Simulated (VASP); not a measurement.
# TiAl3 (I4/mmm) in VASP: settings compared

One crystal, TiAl3, is run at these levels: PBEsol, PBE; tasks: equation of state.

Program: VASP 6.6.1. These are calculated values, not measurements. Logs are shortened: lines on timing, memory, paths and dates and some standing lists are left out, and cuts for length are marked.

## Step 1: The structure

The structure is tetragonal, space group I4/mmm (No. 139). Conventional cell: a = 3.822 Å, b = 3.822 Å, c = 8.561 Å, α = 90.00°, β = 90.00°, γ = 90.00°. Around Ti (site symmetry 4/mmm) lie 12 Al at 2.70 to 2.87 Å. Al (site symmetry -4m2) has 8 Al at 2.70 to 2.87 Å and 4 Ti at 2.87 Å as nearest neighbours. Around Al (site symmetry 4/mmm) lie 4 Ti at 2.70 Å and 8 Al at 2.87 Å.

The cell comes from a database or a generator and needn't be the stable form of this composition.

## Step 2: Equation of state, PBEsol, 14.70 Å³/atom (volume scaled by 0.94)

The input, INCAR:

```
PREC     = Accurate       # precision mode
ENCUT    = 520            # plane-wave cutoff, eV
EDIFF    = 1E-7           # SCF threshold, eV
ISMEAR   = -1             # smearing method
SIGMA    = 0.05           # smearing width, eV
LREAL    = F              # projectors in reciprocal space
LASPH    = T              # aspherical terms in the spheres
NELM     = 100            # most SCF steps
ALGO     = Normal         # electronic algorithm
ISIF     = 2              # what is computed and relaxed
LWAVE    = F              # write WAVECAR
LCHARG   = F              # write CHGCAR
GGA      = PS             # functional
NBANDS   = 18             # bands
```

The input, KPOINTS:

```
regular mesh
0
Gamma
  10 10 10
```

The input, POSCAR:

```
TiAl3
1.0
   -1.8720936454      1.8720936454      4.1932836873
    1.8720936454     -1.8720936454      4.1932836873
    1.8720936454      1.8720936454     -4.1932836873
Ti Al
1 3
Direct
    0.0000000000      0.0000000000      0.0000000000
    0.2500000000      0.7500000000      0.5000000000
    0.7500000000      0.2500000000      0.5000000000
    0.5000000000      0.5000000000      0.0000000000
```

Potentials or basis: VASP PAW PBE potentials, release 64 (Ti_sv, Al).

Started as:

```bash
$ cat potpaw_PBE.64/Ti_sv/POTCAR potpaw_PBE.64/Al/POTCAR > POTCAR
$ mpirun -np 1 vasp_std > vasp.out
```

OUTCAR:

```text
PREC = Accurate
   ENCUT = 520
   EDIFF = 1E-7
   ISMEAR = -1
   LREAL = F
   LASPH = T
   NELM = 100
   ISIF = 2
   GGA = PS

 Found    102 irreducible k-points:

 Following reciprocal coordinates:
            Coordinates               Weight
  0.000000  0.000000  0.000000      1.000000
  0.100000  0.000000 -0.000000      8.000000
  0.200000  0.000000 -0.000000      8.000000
  0.300000 -0.000000  0.000000      8.000000
  0.400000  0.000000  0.000000      8.000000
  0.500000  0.000000  0.000000      4.000000
   k-points           NKPTS =    102   k-points in BZ     NKDIM =    102   number of bands    NBANDS=     18
   number of dos      NEDOS =    301   number of ions     NIONS =      4
   total plane-waves  NPLWV =  64000
   dimension x,y,z NGX =    40 NGY =   40 NGZ =   40
   dimension x,y,z NGXF=    80 NGYF=   80 NGZF=   80
   ions per type =               1   3
   NGX,Y,Z   is equivalent  to a cutoff of  13.41, 13.41, 13.41 a.u.
   NGXF,Y,Z  is equivalent  to a cutoff of  26.82, 26.82, 26.82 a.u.
 SYSTEM =  unknown system
   PREC   = accura    normal or accurate (medium, high low for compatibility)
   ISTART =      0    job   : 0-new  1-cont  2-samecut
   ICHARG =      2    charge: 1-file 2-atom 10-const
   ISPIN  =      1    spin polarized calculation?
   LNONCOLLINEAR =      F non collinear calculations
   LSORBIT =      F    spin-orbit coupling
   LASPH  =      T    aspherical Exc in radial PAW
   ENCUT  =  520.0 eV  38.22 Ry    6.18 a.u.   9.22  9.22  9.22*2*pi/ulx,y,z
   NELM   =    100;   NELMIN=  2; NELMDL= -5     # of ELM steps
   EDIFF  = 0.1E-06   stopping-criterion for ELM
   LREAL  =      F    real-space projection
   EDIFFG = 0.1E-05   stopping-criterion for IOM
   NSW    =      0    number of steps for IOM
   IBRION =     -1    ionic relax: 0-MD 1-quasi-New 2-CG
   NFREE  =      0    steps in history (QN), initial steepest desc. (CG)
   ISIF   =      2    stress and relaxation
   ISYM   =      2    0-nonsym 1-usesym 2-fastsym
   POTIM  = 0.5000    time-step for ionic-motion
   TEBEG  =    0.0;   TEEND  =   0.0 temperature during run
   PSTRESS=    0.0 pullay stress
   NELECT =      21.0000    total number of electrons
   NUPDOWN=      -1.0000    fix difference up-down
   EMIN   =  10.00;   EMAX   =-10.00  energy-range for DOS
   EFERMI =   0.00;   METHOD = LEGACY
   ISMEAR =    -1;   SIGMA  =   0.05  broadening in eV -4-tet -1-fermi 0-gaus
   EFERMI_NEDOS =   21; number of points for ismear=-14 and -15
   IALGO  =     38    algorithm
   IMIX   =      4    mixing-type and parameters
     AMIX     =   0.40;   BMIX     =  1.00
     AMIX_MAG =   1.60;   BMIX_MAG =  1.00
  volume/ion in A,a.u.               =      14.70        99.18
  Fermi-wavevector in a.u.,A,eV,Ry     =   1.161604  2.195113 18.358669  1.349324
  Thomas-Fermi vector in A             =   2.298174
   LORBIT       =      0    0 simple, 1 ext, 2 COOP (PROOUT), +10 PAW based schemes
   GGA     = PS    functional components
   LHFCALC =     F    Hartree Fock is set to
   AEXX    =    0.0000 exact exchange contribution
   IVDW    =     0    specifies the selected vdW correction
   LEPSILON=     F    determine dielectric tensor
   LRPA    =     F    only Hartree local field effects (RPA)
 non-spin polarized calculation
  energy-cutoff  :      520.00
  volume of cell :       58.79
 maximum number of plane-waves:      1598
 NGX is ok and might be reduce to    40
   NGX = 19   NGY = 19   NGZ = 19

 number of electron      21.0000001 magnetization

 Free energy of the ion-electron system (eV)
  ---------------------------------------------------
  ext. energy  EPLUGINS =         0.00000000
  ---------------------------------------------------
  free energy    TOTEN  =       -22.15842700 eV

  energy without entropy =      -22.14564249  energy(sigma->0) =      -22.15203474

 E-fermi :   8.9208     XC(G=0): -11.1310

 val. band max:        8.9195930617   @ k =  -0.3000  -0.3000   0.2000
 cond. band min:       8.9361956640   @ k =   0.2000   0.0000  -0.0000
 fundamental gap:      0.0166026023
 Fermi energy:         8.9207599423

 k-point     1 :       0.0000    0.0000    0.0000
  band No.  band energies     occupation
      1     -47.0969      2.00000
      2     -23.5349      2.00000
      3     -23.5349      2.00000
      4     -23.4553      2.00000
      5      -1.5155      2.00000
      6       6.0051      2.00000
[... 10 lines left out ...]
     17      13.0695      0.00000
     18      13.1067      0.00000

 k-point     2 :       0.1000    0.0000   -0.0000
  band No.  band energies     occupation
      1     -47.0967      2.00000
      2     -23.5386      2.00000
      3     -23.5347      2.00000
      4     -23.4552      2.00000
      5      -1.3843      2.00000
      6       5.5071      2.00000
[... 10 lines left out ...]
     17      13.1361      0.00000
     18      13.7546      0.00000

 k-point     3 :       0.2000    0.0000   -0.0000
  band No.  band energies     occupation
      1     -47.0962      2.00000
      2     -23.5482      2.00000
      3     -23.5341      2.00000
      4     -23.4548      2.00000
      5      -0.9949      2.00000
      6       4.9011      2.00000
[... 10 lines left out ...]
     17      13.3965      0.00000
     18      14.9797      0.00000

 k-point     4 :       0.3000   -0.0000    0.0000
  band No.  band energies     occupation
      1     -47.0956      2.00000
      2     -23.5599      2.00000
      3     -23.5333      2.00000
      4     -23.4543      2.00000
      5      -0.3604      2.00000
      6       3.9721      2.00000
[... 10 lines left out ...]
     17      14.0517      0.00000
     18      14.6537      0.00000

 k-point     5 :       0.4000    0.0000    0.0000
  band No.  band energies     occupation
      1     -47.0951      2.00000
      2     -23.5695      2.00000
      3     -23.5327      2.00000
      4     -23.4539      2.00000
      5       0.4954      2.00000
      6       2.7670      2.00000
[... 10 lines left out ...]
     17      13.9074      0.00000
     18      15.2868      0.00000

 k-point     6 :       0.5000    0.0000    0.0000
  band No.  band energies     occupation
      1     -47.0950      2.00000
      2     -23.5731      2.00000
      3     -23.5325      2.00000
      4     -23.4537      2.00000
      5       1.3982      2.00000
      6       1.7253      2.00000
[... 10 lines left out ...]
     17      13.8678      0.00000
     18      15.1446      0.00000

 [... further k-points ...]

------------------------ aborting loop because EDIFF is reached ----------------------------------------

  FORCE on cell =-STRESS in cart. coord.  units (eV):
  Direction    XX          YY          ZZ          XY          YZ          ZX
  --------------------------------------------------------------------------------------
  -------------------------------------------------------------------------------------
  Total        2.7332420      2.7332420      2.5832599      0.0000000     -0.0000000      0.0000000
  in kB       74.4936571     74.4936571     70.4059425      0.0000000     -0.0000000      0.0000000
  external PRESSURE =      73.1310855 kB  Pullay stress =       0.0000000 kB

 VOLUME and BASIS-vectors are now :
 -----------------------------------------------------------------------------
  energy-cutoff  :      520.00
  volume of cell :       58.79
      direct lattice vectors                 reciprocal lattice vectors
    -1.872093645  1.872093645  4.193283687     0.000000000  0.267080657  0.119238296
     1.872093645 -1.872093645  4.193283687     0.267080657  0.000000000  0.119238296
     1.872093645  1.872093645 -4.193283687     0.267080657  0.267080657  0.000000000

 POSITION                                       TOTAL-FORCE (eV/Angst)
 -----------------------------------------------------------------------------------
      0.00000      0.00000      0.00000         0.000000      0.000000     -0.000000
      1.87209     -0.00000      2.09664        -0.000000     -0.000000      0.000000
     -0.00000      1.87209      2.09664         0.000000      0.000000     -0.000000
      0.00000      0.00000      4.19328         0.000000      0.000000     -0.000000
 -----------------------------------------------------------------------------------
    total drift:                               -0.000000     -0.000000     -0.000000

  FREE ENERGIE OF THE ION-ELECTRON SYSTEM (eV)
  ---------------------------------------------------
  free  energy   TOTEN  =       -22.1584270024 eV

  energy  without entropy=      -22.1456424875  energy(sigma->0) =      -22.15203474
```

Run time: 86 s. Hardware: 1 thread of Intel Xeon 6975P-C (Granite Rapids), shared host; peak memory 0.29 GiB.

What came out:

- Free energy: -22.1584 eV
- Pressure: 7.3 GPa
- Band gap on the k mesh: none (metal or under the smearing width)

Caveat: the PAW data sets were made with another functional, which shifts forces and pressure a little.

## Step 3: Equation of state, PBEsol, 15.01 Å³/atom (volume scaled by 0.96)

INCAR is that of step 2.

KPOINTS is that of step 2.

The input, POSCAR:

```
TiAl3
1.0
   -1.8852778379      1.8852778379      4.2228148271
    1.8852778379     -1.8852778379      4.2228148271
    1.8852778379      1.8852778379     -4.2228148271
Ti Al
1 3
Direct
    0.0000000000      0.0000000000      0.0000000000
    0.2500000000      0.7500000000      0.5000000000
    0.7500000000      0.2500000000      0.5000000000
    0.5000000000      0.5000000000      0.0000000000
```

Potentials or basis: VASP PAW PBE potentials, release 64 (Ti_sv, Al).

Started as:

```bash
$ cat potpaw_PBE.64/Ti_sv/POTCAR potpaw_PBE.64/Al/POTCAR > POTCAR
$ mpirun -np 1 vasp_std > vasp.out
```

Wall time 79 s (1 thread of Intel Xeon 6975P-C (Granite Rapids), shared host); peak memory 0.29 GiB.

Results (log left out):

```yaml
Free_energy: -22.2045 eV
Pressure: 4.5 GPa
Band_gap_on_the_k_mesh: none (metal or under the smearing width)
```

Caveat: the PAW data sets were made with another functional, which shifts forces and pressure a little.

## Step 4: Equation of state, PBEsol, 15.32 Å³/atom (volume scaled by 0.98)

INCAR is that of step 3.

KPOINTS is that of step 3.

The input, POSCAR:

```
TiAl3
1.0
   -1.8982801649      1.8982801649      4.2519386083
    1.8982801649     -1.8982801649      4.2519386083
    1.8982801649      1.8982801649     -4.2519386083
Ti Al
1 3
Direct
    0.0000000000      0.0000000000      0.0000000000
    0.2500000000      0.7500000000      0.5000000000
    0.7500000000      0.2500000000      0.5000000000
    0.5000000000      0.5000000000      0.0000000000
```

Started as:

```bash
$ cat potpaw_PBE.64/Ti_sv/POTCAR potpaw_PBE.64/Al/POTCAR > POTCAR
$ mpirun -np 1 vasp_std > vasp.out
```

It took 92 s on 1 thread of Intel Xeon 6975P-C (Granite Rapids), shared host; peak memory 0.3 GiB.

The run converged. Its results:

| Property | Result |
| --- | --- |
| Free energy | -22.2296 eV |
| Pressure | 1.9 GPa |
| Band gap on the k mesh | none (metal or under the smearing width) |

Caveat: the PAW data sets were made with another functional, which shifts forces and pressure a little.

(Continued in part 2 of 2.)
